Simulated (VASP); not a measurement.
# Zr (Fd-3m) in VASP: notebook

Runs on Zr. Level: PBEsol. Tasks: single point.

All numbers are computed with VASP 6.6.1; they aren't measurements. Logs are shortened: lines on timing, memory, paths and dates and some standing lists are left out, and cuts for length are marked.

## Step 1: The structure

The structure is cubic, space group Fd-3m (No. 227). Conventional cell: a = 6.145 Å, b = 6.145 Å, c = 6.145 Å, α = 90.00°, β = 90.00°, γ = 90.00°. Around Zr (site symmetry -43m) lie 4 Zr at 2.66 Å.

This isn't the form of Zr at room conditions, which is hcp.

## Step 2: Single point, PBEsol

INCAR reads:

```
ALGO = Fast ; EDIFF = 1E-7
ENCUT = 520 ; GGA = PS
ISIF = 2 ; ISMEAR = -1
LASPH = True ; LCHARG = False
LREAL = False ; LWAVE = False
NBANDS = 19 ; NELM = 100
PREC = Accurate ; SIGMA = 0.1
```

KPOINTS reads:

```
k-points
0
Gamma
  15 15 15
```

POSCAR reads:

```
Zr
1.0
    0.0000000000      3.0724653533      3.0724653533
    3.0724653533      0.0000000000      3.0724653533
    3.0724653533      3.0724653533      0.0000000000
Zr
2
Direct
    0.1250000000      0.1250000000      0.1250000000
    0.8750000000      0.8750000000      0.8750000000
```

Potentials or basis: VASP PAW PBE potentials, release 64 (Zr_sv).

On the command line:

```
> cat potpaw_PBE.64/Zr_sv/POTCAR > POTCAR
> mpirun -np 1 vasp_std > vasp.out
```

OUTCAR:

```text
EDIFF = 1E-7
   ENCUT = 520
   GGA = PS
   ISIF = 2
   ISMEAR = -1
   LASPH = True
   LREAL = False
   NELM = 100
   PREC = Accurate

 ion  position               nearest neighbor table
   1  0.125  0.125  0.125-   2 2.66   2 2.66   2 2.66   2 2.66
   2  0.875  0.875  0.875-   1 2.66   1 2.66   1 2.66   1 2.66

  LATTYP: Found a face centered cubic cell.
 ALAT       =     6.1449307066

  Lattice vectors:

 A1 = (   0.0000000000,   3.0724653533,   3.0724653533)
 A2 = (   3.0724653533,   0.0000000000,   3.0724653533)
 A3 = (   3.0724653533,   3.0724653533,   0.0000000000)

Analysis of symmetry for initial positions (statically):
=====================================================================
 Subroutine PRICEL returns:
 Original cell was already a primitive cell.

 Routine SETGRP: Setting up the symmetry group for a
 face centered cubic supercell.

 Subroutine GETGRP returns: Found 48 space group operations
 (whereof 12 operations were pure point group operations)
 out of a pool of 48 trial point group operations.

The static configuration has the point symmetry D_3d.
 The point group associated with its full space group is O_h .

Analysis of symmetry for dynamics (positions and initial velocities):
=====================================================================
 Subroutine PRICEL returns:
 Original cell was already a primitive cell.

 Routine SETGRP: Setting up the symmetry group for a
 face centered cubic supercell.

 Subroutine GETGRP returns: Found 48 space group operations
 (whereof 12 operations were pure point group operations)
 out of a pool of 48 trial point group operations.

The dynamic configuration has the point symmetry D_3d.
 The point group associated with its full space group is O_h .

 Subroutine INISYM returns: Found 48 space group operations
 (whereof 12 operations are pure point group operations),
 and found     1 'primitive' translations

----------------------------------------------------------------------------------------

                                     Primitive cell

  volume of cell :      58.0084

  direct lattice vectors                    reciprocal lattice vectors
     0.000000000  3.072465353  3.072465353    -0.162735765  0.162735765  0.162735765
     3.072465353  0.000000000  3.072465353     0.162735765 -0.162735765  0.162735765
     3.072465353  3.072465353  0.000000000     0.162735765  0.162735765 -0.162735765

  length of vectors
     4.345122173  4.345122173  4.345122173     0.281866613  0.281866613  0.281866613

  position of ions in fractional coordinates (direct lattice)
     0.125000000  0.125000000  0.125000000
     0.875000000  0.875000000  0.875000000

  ion indices of the primitive-cell ions
   primitive index   ion index
                 1           1
                 2           2

----------------------------------------------------------------------------------------

 KPOINTS: k-points

Automatic generation of k-mesh.
 Grid dimensions read from file:
 generate k-points for:   15   15   15

 Generating k-lattice:

  Cartesian coordinates                     Fractional coordinates (reciprocal lattice)
    -0.010849051  0.010849051  0.010849051     0.066666667  0.000000000  0.000000000
     0.010849051 -0.010849051  0.010849051     0.000000000  0.066666667  0.000000000
     0.010849051  0.010849051 -0.010849051     0.000000000  0.000000000  0.066666667

  Length of vectors
     0.018791108  0.018791108  0.018791108

  Shift w.r.t. Gamma in fractional coordinates (k-lattice)
     0.000000000  0.000000000  0.000000000

 Subroutine IBZKPT returns following result:
 ===========================================

 Found    120 irreducible k-points:

 Following reciprocal coordinates:
            Coordinates               Weight
  0.000000  0.000000  0.000000      1.000000
  0.066667  0.000000  0.000000      8.000000
  0.133333  0.000000  0.000000      8.000000
  0.200000  0.000000  0.000000      8.000000
  0.266667  0.000000  0.000000      8.000000
  0.333333  0.000000  0.000000      8.000000
[... 16 lines left out ...]
  0.133333  0.133333  0.000000      6.000000
  0.200000  0.133333  0.000000     24.000000
 [... further k-points ...]
   k-points           NKPTS =    120   k-points in BZ     NKDIM =    120   number of bands    NBANDS=     19
   number of dos      NEDOS =    301   number of ions     NIONS =      2
   total plane-waves  NPLWV =  32768
   dimension x,y,z NGX =    32 NGY =   32 NGZ =   32
   dimension x,y,z NGXF=    64 NGYF=   64 NGZF=   64
   ions per type =               2
   NGX,Y,Z   is equivalent  to a cutoff of  12.24, 12.24, 12.24 a.u.
   NGXF,Y,Z  is equivalent  to a cutoff of  24.49, 24.49, 24.49 a.u.
 SYSTEM =  unknown system
   PREC   = accura    normal or accurate (medium, high low for compatibility)
   ISTART =      0    job   : 0-new  1-cont  2-samecut
   ICHARG =      2    charge: 1-file 2-atom 10-const
   ISPIN  =      1    spin polarized calculation?
   LNONCOLLINEAR =      F non collinear calculations
   LSORBIT =      F    spin-orbit coupling
   LASPH  =      T    aspherical Exc in radial PAW
   ENCUT  =  520.0 eV  38.22 Ry    6.18 a.u.   8.08  8.08  8.08*2*pi/ulx,y,z
   NELM   =    100;   NELMIN=  2; NELMDL= -5     # of ELM steps
   EDIFF  = 0.1E-06   stopping-criterion for ELM
   LREAL  =      F    real-space projection
   EDIFFG = 0.1E-05   stopping-criterion for IOM
   NSW    =      0    number of steps for IOM
   IBRION =     -1    ionic relax: 0-MD 1-quasi-New 2-CG
   NFREE  =      0    steps in history (QN), initial steepest desc. (CG)
   ISIF   =      2    stress and relaxation
   ISYM   =      2    0-nonsym 1-usesym 2-fastsym
   POTIM  = 0.5000    time-step for ionic-motion
   TEBEG  =    0.0;   TEEND  =   0.0 temperature during run
   PSTRESS=    0.0 pullay stress
   NELECT =      24.0000    total number of electrons
   NUPDOWN=      -1.0000    fix difference up-down
   EMIN   =  10.00;   EMAX   =-10.00  energy-range for DOS
   EFERMI =   0.00;   METHOD = LEGACY
   ISMEAR =    -1;   SIGMA  =   0.10  broadening in eV -4-tet -1-fermi 0-gaus
   EFERMI_NEDOS =   21; number of points for ismear=-14 and -15
   IALGO  =     68    algorithm
   IMIX   =      4    mixing-type and parameters
     AMIX     =   0.40;   BMIX     =  1.00
     AMIX_MAG =   1.60;   BMIX_MAG =  1.00
  volume/ion in A,a.u.               =      29.00       195.73
  Fermi-wavevector in a.u.,A,eV,Ry     =   1.219874  2.305227 20.246723  1.488092
  Thomas-Fermi vector in A             =   2.355111
   LORBIT       =      0    0 simple, 1 ext, 2 COOP (PROOUT), +10 PAW based schemes
   GGA     = PS    functional components
   LHFCALC =     F    Hartree Fock is set to
   AEXX    =    0.0000 exact exchange contribution
   IVDW    =     0    specifies the selected vdW correction
   LEPSILON=     F    determine dielectric tensor
   LRPA    =     F    only Hartree local field effects (RPA)
 non-spin polarized calculation
 RMM-DIIS sequential band-by-band and
  energy-cutoff  :      520.00
  volume of cell :       58.01
 maximum number of plane-waves:      1588
   NGX = 17   NGY = 17   NGZ = 17

 number of electron      24.0000000 magnetization

 Free energy of the ion-electron system (eV)
  ---------------------------------------------------
  ext. energy  EPLUGINS =         0.00000000
  ---------------------------------------------------
  free energy    TOTEN  =       -13.34797785 eV

  energy without entropy =      -13.20050927  energy(sigma->0) =      -13.27424356

 E-fermi :   6.0159     XC(G=0):  -9.9257

 val. band max:        6.0142723148   @ k =   0.3333   0.3333   0.0000
 cond. band min:       6.0193880224   @ k =  -0.4667   0.4000   0.0000
 fundamental gap:      0.0051157076
 Fermi energy:         6.0159349135

 k-point     1 :       0.0000    0.0000    0.0000
  band No.  band energies     occupation
      1     -42.7862      2.00000
      2     -42.0803      2.00000
      3     -21.1887      2.00000
      4     -21.1887      2.00000
      5     -21.1887      2.00000
      6     -20.0357      2.00000
[... 11 lines left out ...]
     18      11.8807      0.00000
     19      11.8807      0.00000

 k-point     2 :       0.0667    0.0000    0.0000
  band No.  band energies     occupation
      1     -42.7807      2.00000
      2     -42.0863      2.00000
      3     -21.1956      2.00000
      4     -21.1956      2.00000
      5     -21.1888      2.00000
      6     -20.0356      2.00000
[... 11 lines left out ...]
     18      11.8634      0.00000
     19      11.8634      0.00000

 k-point     3 :       0.1333    0.0000    0.0000
  band No.  band energies     occupation
      1     -42.7645      2.00000
      2     -42.1039      2.00000
      3     -21.2143      2.00000
      4     -21.2143      2.00000
      5     -21.1891      2.00000
      6     -20.0350      2.00000
[... 11 lines left out ...]
     18      11.8095      0.00000
     19      11.8095      0.00000

 k-point     4 :       0.2000    0.0000    0.0000
  band No.  band energies     occupation
      1     -42.7390      2.00000
      2     -42.1315      2.00000
      3     -21.2408      2.00000
      4     -21.2408      2.00000
      5     -21.1902      2.00000
      6     -20.0334      2.00000
[... 11 lines left out ...]
     18      11.7128      0.00000
     19      11.7128      0.00000

 k-point     5 :       0.2667    0.0000    0.0000
  band No.  band energies     occupation
      1     -42.7064      2.00000
      2     -42.1664      2.00000
      3     -21.2698      2.00000
      4     -21.2698      2.00000
      5     -21.1922      2.00000
      6     -20.0306      2.00000
[... 11 lines left out ...]
     18      11.5635      0.00000
     19      11.5635      0.00000
[... 334 lines left out ...]
      2     -42.1173      2.00000
      3     -21.2505      2.00000
      4     -21.2183      2.00000
      5     -21.1741      2.00000
      6     -20.0500      2.00000
[... 11 lines left out ...]
     18      11.5583      0.00000
     19      11.9474      0.00000

 k-point    22 :      -0.0667    0.0667    0.0000
  band No.  band energies     occupation
      1     -42.7716      2.00000
      2     -42.0962      2.00000
      3     -21.2188      2.00000
      4     -21.2008      2.00000
      5     -21.1816      2.00000
      6     -20.0430      2.00000
[... 11 lines left out ...]
     18      11.7302      0.00000
     19      11.9294      0.00000

 k-point    23 :       0.1333    0.1333    0.0000
  band No.  band energies     occupation
      1     -42.7569      2.00000
      2     -42.1121      2.00000
      3     -21.2446      2.00000
      4     -21.2446      2.00000
      5     -21.1391      2.00000
      6     -20.0891      2.00000
[... 11 lines left out ...]
     18      11.4164      0.00000
     19      12.0566      0.00000

 k-point    24 :       0.2000    0.1333    0.0000
  band No.  band energies     occupation
      1     -42.7375      2.00000
      2     -42.1330      2.00000
      3     -21.2725      2.00000
      4     -21.2721      2.00000
      5     -21.1172      2.00000
      6     -20.1118      2.00000
[... 11 lines left out ...]
     18      11.1901      0.00000
     19      12.0692      0.00000

 [... further k-points ...]

------------------------ aborting loop because EDIFF is reached ----------------------------------------

  FORCE on cell =-STRESS in cart. coord.  units (eV):
  Direction    XX          YY          ZZ          XY          YZ          ZX
  --------------------------------------------------------------------------------------
  -------------------------------------------------------------------------------------
  Total        0.0349391      0.0349391      0.0349391      0.0000000     -0.0000000      0.0000000
  in kB        0.9650100      0.9650100      0.9650100      0.0000000     -0.0000000      0.0000000
  external PRESSURE =       0.9650100 kB  Pullay stress =       0.0000000 kB

 VOLUME and BASIS-vectors are now :
 -----------------------------------------------------------------------------
  energy-cutoff  :      520.00
  volume of cell :       58.01
      direct lattice vectors                 reciprocal lattice vectors
     0.000000000  3.072465353  3.072465353    -0.162735765  0.162735765  0.162735765
     3.072465353  0.000000000  3.072465353     0.162735765 -0.162735765  0.162735765
     3.072465353  3.072465353  0.000000000     0.162735765  0.162735765 -0.162735765

 POSITION                                       TOTAL-FORCE (eV/Angst)
 -----------------------------------------------------------------------------------
      0.76812      0.76812      0.76812         0.000000     -0.000000      0.000000
      5.37681      5.37681      5.37681        -0.000000      0.000000      0.000000
 -----------------------------------------------------------------------------------
    total drift:                                0.000000      0.000000     -0.000000

  FREE ENERGIE OF THE ION-ELECTRON SYSTEM (eV)
  ---------------------------------------------------
  free  energy   TOTEN  =       -13.3479778538 eV

  energy  without entropy=      -13.2005092697  energy(sigma->0) =      -13.27424356
```

Wall time 4.7 min (1 thread of AMD EPYC 7R43 (Zen 3), shared host); peak memory 0.21 GiB.

Results:

| Quantity | Value |
| --- | --- |
| Free energy | -13.3480 eV |
| Pressure | 0.1 GPa |
| Band gap on the k mesh | none (metal or under the smearing width) |

Caveat: the PAW data sets were made with another functional, which shifts forces and pressure a little.

## Step 3: Single point, PBEsol

INCAR reads:

```
PREC = Accurate
ENCUT = 520
EDIFF = 1E-6
ISMEAR = -1
SIGMA = 0.1
LREAL = False
LASPH = True
NELM = 60
ALGO = Normal
ISIF = 2
LWAVE = False
LCHARG = True
GGA = PS
LELF = True
LVHAR = True
NBANDS = 19
```

KPOINTS reads:

```
regular mesh
0
Gamma
  10 10 10
```

POSCAR is that of step 2.

Potentials or basis: VASP PAW PBE potentials, release 64 (Zr_sv).

On the command line:

```
> cat potpaw_PBE.64/Zr_sv/POTCAR > POTCAR
> mpirun -np 1 vasp_std > vasp.out
```

Run time: 57 s. Hardware: 1 thread of AMD EPYC 7R43 (Zen 3), shared host; peak memory 0.16 GiB.

Results (log left out):

```yaml
Free_energy: -13.3472 eV
Pressure: 0.1 GPa
Band_gap_on_the_k_mesh: none (metal or under the smearing width)
```

Levels at points of the mesh, in eV from the Fermi level:
```csv
k point,band 8,band 9,band 10,band 11,band 12,band 13,band 14,band 15,band 16,band 17
"(0.00, 0.00, 0.00)",-26.05,-4.18,-0.95,-0.95,0.02,0.02,0.02,2.26,2.26,2.26
"(0.50, 0.00, 0.00)",-25.89,-1.63,-1.25,-0.83,-0.83,-0.18,-0.18,0.88,3.42,3.42
"(0.50, 0.50, 0.00)",-25.73,-1.97,-1.97,-0.11,-0.11,0.52,0.52,1.77,1.77,4.70
```

Caveat: the PAW data sets were made with another functional, which shifts forces and pressure a little.

## Step 4: Single point, PBEsol

This run uses another cell than the first one, of 31.32 Å³/atom, 1.080 times its volume.

INCAR reads:

```
SYSTEM = Zr
PREC = Accurate ; ENCUT = 520
EDIFF = 1E-6 ; ISMEAR = -1
SIGMA = 0.1 ; LREAL = .FALSE.
LASPH = .TRUE. ; NELM = 80
ALGO = Normal ; ISIF = 2
LWAVE = .FALSE. ; LCHARG = .FALSE.
GGA = PS ; NBANDS = 19
```

KPOINTS reads:

```
regular mesh
0
G
  10 10 10
  0 0 0
```

POSCAR reads:

```
Zr
1.0
    0.0000000000      3.1523051106      3.1523051106
    3.1523051106      0.0000000000      3.1523051106
    3.1523051106      3.1523051106      0.0000000000
Zr
2
Direct
    0.1250000000      0.1250000000      0.1250000000
    0.8750000000      0.8750000000      0.8750000000
```

On the command line:

```
> cat potpaw_PBE.64/Zr_sv/POTCAR > POTCAR
> mpirun -np 1 vasp_std > vasp.out
```

It took 90 s on 1 thread of AMD EPYC 7R43 (Zen 3), shared host; peak memory 0.18 GiB.

Results (log left out):

```
Free energy            : -13.3123 eV
Pressure               : -2.5 GPa
Band gap on the k mesh : none (metal or under the smearing width)
```

Levels at points of the mesh, in eV from the Fermi level:
```
           k point  band 8  band 9  band 10  band 11  band 12  band 13  band 14  band 15  band 16  band 17
(0.00, 0.00, 0.00)  -26.20   -4.07    -0.78    -0.78     0.00     0.00     0.00     2.09     2.09     2.09
(0.50, 0.00, 0.00)  -26.07   -1.70    -1.06    -0.68    -0.68    -0.13    -0.13     0.67     3.14     3.14
(0.50, 0.50, 0.00)  -25.94   -1.73    -1.73    -0.05    -0.05     0.25     0.25     1.73     1.73     4.33
```

Caveat: the PAW data sets were made with another functional, which shifts forces and pressure a little.

## Step 5: The runs side by side

```csv
cell,k mesh,gap on the mesh (eV),pressure (GPa)
"Fd-3m, 29.0 Å³/atom",15 × 15 × 15,none,0.1
"Fd-3m, 29.0 Å³/atom",10 × 10 × 10,none,0.1
"Fd-3m, 31.32 Å³/atom",10 × 10 × 10,none,-2.5
```

Alike in all rows: task single point; level PBEsol; potentials or basis VASP PAW PBE potentials, release 64 (Zr_sv); no spin polarisation; cutoff (eV) 520; smearing fermi-dirac 0.1 eV.

Every run on the cell as given and a fine mesh finds a metal.

Caveats: the PAW data sets were made with another functional, which shifts forces and pressure a little.

Total energies depend on the potentials used, so only differences within one code and one set of settings carry meaning.
